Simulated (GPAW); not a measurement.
Here is a GPAW 26.7.0 calculation.

run.py

```python
from ase.dft.bandgap import bandgap
from ase.io import read, write
from ase.units import GPa
from gpaw import GPAW, PW

atoms = read('MgH2.xyz')

calc = GPAW(mode=PW(800),
            xc='PBE',
            kpts={'size': (10, 10, 10), 'gamma': True},
            occupations={'name': 'methfessel-paxton', 'order': 0, 'width': 0.02},
            nbands=15,
            convergence={'density': 1e-05, 'energy': 1e-05},
            maxiter=150,
            txt='gpaw.txt')
atoms.calc = calc
energy = atoms.get_potential_energy()
forces = atoms.get_forces()
stress = atoms.get_stress()
calc.write('gs.gpw')
write('result.traj', atoms)
print(f'Energy: {energy:.6f} eV')
print('Forces (eV/A):')
print(forces.round(4))
print('Stress (GPa):', (stress / GPa).round(3))
print('Fermi level:', round(calc.get_fermi_level(), 4), 'eV')
print(f'Gap: {bandgap(calc)[0]:.4f} eV, direct: {bandgap(calc, direct=True)[0]:.4f} eV')
```

The input MgH2.xyz:

```xyz
3
Lattice="0.0000000000 2.3810671667 2.3810671667 2.3810671667 0.0000000000 2.3810671667 2.3810671667 2.3810671667 0.0000000000" Properties=species:S:1:pos:R:3 pbc="T T T"
Mg     0.0000000000      0.0000000000      0.0000000000
H      1.1905335834      1.1905335834      1.1905335834
H      3.5716007500      3.5716007500      3.5716007500
```

Potentials or basis: GPAW PAW data sets (gpaw-data 1.2.1), pw.

Launch:

```sh
$ OMP_NUM_THREADS=1 python run.py
```

Estimate the pressure.

-0.2 GPa.

Predict the band gap on the k mesh.

none (metal or under the smearing width).
